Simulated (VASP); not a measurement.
# SnTe (F-43m) in VASP: notebook, part 3 of 3

VASP 6.6.1.

### 6 G0W0 quasiparticle levels, PBE

POSCAR reads:

```
SnTe
1.0
    0.0000000000      3.6111460000      3.6111460000
    3.6111460000      0.0000000000      3.6111460000
    3.6111460000      3.6111460000      0.0000000000
Te Sn
1 1
Direct
    0.2500000000      0.2500000000      0.2500000000
    0.0000000000      0.0000000000      0.0000000000
```

INCAR.step1 reads:

```
PREC = Accurate
ENCUT = 450
EDIFF = 1E-8
ISMEAR = 0
SIGMA = 0.01
LREAL = F
LASPH = T
NELM = 100
ALGO = Fast
LWAVE = T
LCHARG = F
GGA = PE
```

INCAR.step2 reads:

```
PREC = Accurate
ENCUT = 450
EDIFF = 1E-8
ISMEAR = 0
SIGMA = 0.01
LREAL = F
LASPH = T
NELM = 1
ALGO = Exact
LWAVE = T
LCHARG = F
GGA = PE
NBANDS = 575
LOPTICS = T
ISTART = 1
```

INCAR.step3 reads:

```
PREC = Accurate
ENCUT = 450
EDIFF = 1E-8
ISMEAR = 0
SIGMA = 0.01
LREAL = F
LASPH = T
ALGO = EVGW0
LWAVE = F
LCHARG = F
GGA = PE
NELMGW = 1
NBANDS = 575
ENCUTGW = 260
NOMEGA = 48
PRECFOCK = Fast
ISTART = 1
NBANDSGW = 18
```

KPOINTS reads:

```
regular mesh
0
Gamma
  4 4 4
```

Potentials or basis: VASP PAW PBE potentials, release 64 (Te_GW, Sn_d_GW).

On the command line:

```console
> cat potpaw_PBE.64/Te_GW/POTCAR potpaw_PBE.64/Sn_d_GW/POTCAR > POTCAR
> cp INCAR.step1 INCAR
> mpirun -np 1 vasp_std > vasp.out
> cp INCAR.step2 INCAR
> mpirun -np 1 vasp_std > vasp.out
> cp INCAR.step3 INCAR
> mpirun -np 1 vasp_std > vasp.out
```

OUTCAR:

```text
PREC = Accurate
   ENCUT = 450
   EDIFF = 1E-8
   ISMEAR = 0
   LREAL = F
   LASPH = T
   GGA = PE
   NELMGW = 1
   ENCUTGW = 260
   PRECFOCK = Fast
   ISTART = 1

 Found      8 irreducible k-points:

 Following reciprocal coordinates:
            Coordinates               Weight
  0.000000  0.000000  0.000000      1.000000
  0.250000  0.000000  0.000000      8.000000
  0.500000  0.000000  0.000000      4.000000
  0.250000  0.250000  0.000000      6.000000
  0.500000  0.250000  0.000000     24.000000
 -0.250000  0.250000  0.000000     12.000000
   k-points           NKPTS =      8   k-points in BZ     NKDIM =     64   number of bands    NBANDS=    575
   number of dos      NEDOS =    301   number of ions     NIONS =      2
   total plane-waves  NPLWV =  46656
   dimension x,y,z NGX =    36 NGY =   36 NGZ =   36
   dimension x,y,z NGXF=    72 NGYF=   72 NGZF=   72
   ions per type =               1   1
   NGX,Y,Z   is equivalent  to a cutoff of  11.72, 11.72, 11.72 a.u.
   NGXF,Y,Z  is equivalent  to a cutoff of  23.44, 23.44, 23.44 a.u.
 SYSTEM =  unknown system
   PREC   = accura    normal or accurate (medium, high low for compatibility)
   ISTART =      1    job   : 0-new  1-cont  2-samecut
   ICHARG =      0    charge: 1-file 2-atom 10-const
   ISPIN  =      1    spin polarized calculation?
   LNONCOLLINEAR =      F non collinear calculations
   LSORBIT =      F    spin-orbit coupling
   LASPH  =      T    aspherical Exc in radial PAW
   ENCUT  =  450.0 eV  33.07 Ry    5.75 a.u.   8.83  8.83  8.83*2*pi/ulx,y,z
   NELM   =     60;   NELMIN=  2; NELMDL=  0     # of ELM steps
   EDIFF  = 0.1E-07   stopping-criterion for ELM
   LREAL  =      F    real-space projection
   EDIFFG = 0.1E-06   stopping-criterion for IOM
   NSW    =      0    number of steps for IOM
   IBRION =     -1    ionic relax: 0-MD 1-quasi-New 2-CG
   NFREE  =      0    steps in history (QN), initial steepest desc. (CG)
   ISIF   =      0    stress and relaxation
   ISYM   =      3    0-nonsym 1-usesym 2-fastsym
   POTIM  = 0.5000    time-step for ionic-motion
   TEBEG  =    0.0;   TEEND  =   0.0 temperature during run
   PSTRESS=    0.0 pullay stress
   NELECT =      20.0000    total number of electrons
   NUPDOWN=      -1.0000    fix difference up-down
   EMIN   =  10.00;   EMAX   =-10.00  energy-range for DOS
   EFERMI =   0.00;   METHOD = LEGACY
   ISMEAR =     0;   SIGMA  =   0.01  broadening in eV -4-tet -1-fermi 0-gaus
   EFERMI_NEDOS =   21; number of points for ismear=-14 and -15
   IALGO  =     38    algorithm
   IMIX   =      4    mixing-type and parameters
     AMIX     =   0.40;   BMIX     =  1.00
     AMIX_MAG =   1.60;   BMIX_MAG =  1.00
  volume/ion in A,a.u.               =      47.09       317.78
  Fermi-wavevector in a.u.,A,eV,Ry     =   0.976704  1.845704 12.979296  0.953951
  Thomas-Fermi vector in A             =   2.107344
   LORBIT       =      0    0 simple, 1 ext, 2 COOP (PROOUT), +10 PAW based schemes
   GGA     = PE    functional components
   LHFCALC =     T    Hartree Fock is set to
   PRECFOCK=fast      Normal, Fast or Accurate (Low or Medium for compatibility)
   ENCUT4O =  -1.0   cutoff for four orbital integrals eV
   NKREDX  =     1    reduce k-point grid by
   NKREDY  =     1    reduce k-point grid by
   NKREDZ  =     1    reduce k-point grid by
   AEXX    =    1.0000 exact exchange contribution
   HFSCREEN=    0.0000 screening length (either q_TF or 0.3 A-1)
   HFSCREENC=   0.0000 screening length for correlation (either q_TF or 0.3 A-1)
   ENCUTFOCK=  -1.0 apply spherical cutoff to Coloumb kernel
   IVDW    =     0    specifies the selected vdW correction
   LEPSILON=     F    determine dielectric tensor
   LRPA    =     F    only Hartree local field effects (RPA)
   LRPAFORCE           =     F    calculate RPA forces
   ENCUTGW             = 260.0    cutoff for response function in eV
   ENCUTGWSOFT         = 208.0    soft cutoff for Coulomb kernel in GW response function in eV
   ENCUTLF             =  -1.0    cutoff for local field effects
   NELMGW              =     1    number of iterations in solving QP/BSE equation
   NELMHF              =     1    number of iterations in the inner HF iteration
   NKREDLFX            =     1    NKREDLFY  =   1   NKREDLFZ  =   1
 non-spin polarized calculation
 Gauss-broadening in eV      SIGMA  =   0.01
  energy-cutoff  :      450.00
  volume of cell :       94.18
 maximum number of plane-waves:      2085
  NGX = 20; NGY = 20; NGZ = 20
   NGX = 17   NGY = 17   NGZ = 17
 maximum number of plane-waves:       934

 QP shifts <psi_nk| G(iteration)W_0 |psi_nk>: iteration 1
 for sc-GW calculations column KS-energies equals QP-energies in previous step
 and V_xc(KS)=  KS-energies - (<T + V_ion + V_H > + <T+V_H+V_ion>^1  + <V_x>^1)

 k-point   1 :       0.0000    0.0000    0.0000
  band No.  KS-energies  QP-energies   sigma(KS)   V_xc(KS)     V^pw_x(r,r')   Z            occupation Imag(sigma)

      1     -19.3244     -21.7699     -21.4675     -17.5169     -27.0604       0.6190       2.0000       0.0797
      2     -19.3244     -21.7699     -21.4675     -17.5169     -27.0604       0.6190       2.0000       0.0797
      3     -19.3244     -21.7699     -21.4675     -17.5169     -27.0604       0.6190       2.0000       0.0797
      4     -19.3161     -21.7423     -21.4583     -17.5195     -27.0448       0.6160       2.0000       0.0663
      5     -19.3161     -21.7423     -21.4583     -17.5195     -27.0448       0.6160       2.0000       0.0663
      6      -9.0412      -9.3049     -11.2443     -10.7926     -16.9929       0.5838       2.0000       0.8792
[... 10 lines left out ...]
     17      10.1135       9.8354      -6.3892      -6.0155      -1.7617       0.7442       0.0000      -0.5084
     18      10.1135       9.8354      -6.3892      -6.0155      -1.7617       0.7442       0.0000      -0.5084
[... 92 lines left out ...]
      1     -19.3257     -21.7673     -21.4580     -17.5143     -27.0573       0.6191       2.0000       0.0856
      2     -19.3229     -21.7790     -21.4658     -17.5194     -27.0590       0.6224       2.0000       0.0777
      3     -19.3229     -21.7790     -21.4658     -17.5194     -27.0590       0.6224       2.0000       0.0777
      4     -19.3159     -21.7766     -21.4594     -17.5197     -27.0457       0.6246       2.0000       0.0670
      5     -19.3159     -21.7766     -21.4594     -17.5197     -27.0457       0.6246       2.0000       0.0670
      6      -8.5117      -8.8575     -11.6472     -11.0718     -16.9743       0.6010       2.0000       0.7876
[... 10 lines left out ...]
     17      10.6345      10.4179      -6.8558      -6.5677      -2.1451       0.7515       0.0000      -0.5071
     18      11.3998      11.2021      -7.2846      -7.0167      -2.3242       0.7378       0.0000      -0.5809

 [... further k-points ...]
```

OUTCAR.step1:

```text
PREC = Accurate
   ENCUT = 450
   EDIFF = 1E-8
   ISMEAR = 0
   LREAL = F
   LASPH = T
[... 212 lines left out ...]
 -----------------------------------------------------------------------------------
      1.80557      1.80557      1.80557        -0.000000     -0.000000     -0.000000
      0.00000      0.00000      0.00000         0.000000      0.000000      0.000000
 -----------------------------------------------------------------------------------
    total drift:                               -0.000000     -0.000000     -0.000000

  FREE ENERGIE OF THE ION-ELECTRON SYSTEM (eV)
  ---------------------------------------------------
  free  energy   TOTEN  =        -7.0778739954 eV

  energy  without entropy=       -7.0778739954  energy(sigma->0) =       -7.07787400
```

Wall time 47 min (1 thread of Intel Xeon 6975P-C (Granite Rapids), shared host); peak memory 2.8 GiB.

These settings aren't checked as converged: the numbers below hold their error.

What came out:

| Item | Value |
| --- | --- |
| Band gap on the k mesh, mean-field level | 0.09 eV, indirect (least direct gap 0.80 eV) |
| Quasiparticle gap | 0.43 eV |
| Least direct quasiparticle gap | 1.18 eV |

Caveat: bands, screening cutoff and mesh are small and nothing is extrapolated, so the quasiparticle values aren't converged; spin-orbit coupling is left out, which moves the levels of the heavy elements.
